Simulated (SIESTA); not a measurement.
The system is Al.

```
CELL_PARAMETERS angstrom
0.00000 2.02481 2.02481
2.02481 0.00000 2.02481
2.02481 2.02481 0.00000
ATOMIC_POSITIONS crystal
Al 0.00000 0.00000 0.00000
```

Base run:

| Property | Result |
| --- | --- |
| Program | SIESTA 5.4.2 |
| Functional | PBE |
| Potentials or basis | PseudoDojo 0.4 standard (PBE files) |
| Basis | DZP (energy shift 0.003 Ry) |
| Grid cutoff | 500 Ry |
| Energy shift | 0.003 Ry |
| k mesh | 11 × 11 × 11 |
| Occupations | fermi-dirac, width 0.05 eV |
| Spin | no spin polarisation |

Its results: band gap on the k mesh none (metal or under the smearing width); pressure -0.4 GPa.

Q: After a change of settings the same cell gave: band gap on the k mesh none (metal or under the smearing width); pressure 5.0 GPa. Which change was it?
A. functional from PBE to AM05; potentials or basis from PseudoDojo 0.4 standard (PBE files) to PseudoDojo 0.4 standard (PBEsol files)
B. basis from DZP (energy shift 0.003 Ry) to SZ (energy shift 0.003 Ry)
C. basis from DZP (energy shift 0.003 Ry) to DZ (energy shift 0.003 Ry)
D. basis from DZP (energy shift 0.003 Ry) to SZ (energy shift 0.01 Ry); energy shift from 0.003 Ry to 0.01 Ry

A: C.

Caveats: the basis of atomic orbitals isn't converged, which shifts pressures, moduli and gaps; the basis has no polarisation orbitals (some runs).
